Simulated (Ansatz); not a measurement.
**TiO2 in the rutile structure**

Level of theory: DFT, PBEsol, scalar-relativistic, no spin polarisation; plane waves to 420 eV with PAW datasets (Ansatz 0.2.0), Γ-centred 6×6×10 mesh; PAW files: Ansatz's generated set soft_2.

```
Ti O
1.0
     4.59125    0.00000    0.00000
     0.00000    4.59125    0.00000
     0.00000    0.00000    2.93903
Ti O
2 4
Direct
  0.00000 0.00000 0.00000
  0.50000 0.50000 0.50000
  0.30444 0.30444 0.00000
  0.80444 0.19556 0.50000
  0.19556 0.80444 0.50000
  0.69556 0.69556 0.00000
```

The start was a prototype's sites filled with these elements; the Crystallography Open Database holds the compound in this structure.

Problem. What is the high-frequency dielectric tensor ε∞ (density-functional perturbation theory, local fields included)?

Solution. 
```
7.40 0.00 0.00
0.00 7.40 0.00
0.00 0.00 8.84
```

Problem. What is the static dielectric tensor, the lattice's part included?

Solution. 
```
 417.59    0.00    0.00
   0.00  417.59    0.00
   0.00    0.00 1301.35
```

Problem. Give the Born effective charges (a third of the trace, site by site).

Solution. Ti 6.73; O -3.37 e.

Problem. List the optical modes at the zone centre without the LO–TO term, with degeneracy and infrared intensity.

Solution. 
```
ω (cm⁻¹)  degeneracy  IR intensity ((D/Å)²/u)
      61           1                   141.44
      73           1                     0.00
      88           2                   182.52
     141           1                     0.00
     367           2                     9.58
     374           1                     0.00
     416           1                     0.00
     447           2                     0.00
     478           2                    35.62
     589           1                     0.00
     795           1                     0.00
```

The principal values of ε∞, 7.40, 8.84, give refractive indices of 2.72, 2.97 below the gap, so the crystal is birefringent.

The mean Born charge of Ti is 6.73 against a formal +4. It exceeds the formal charge because moving the ion changes its mixing with the anions' p states, and electrons flow along the bond.

Semilocal functionals make the gap too small and so ε∞ somewhat too large.
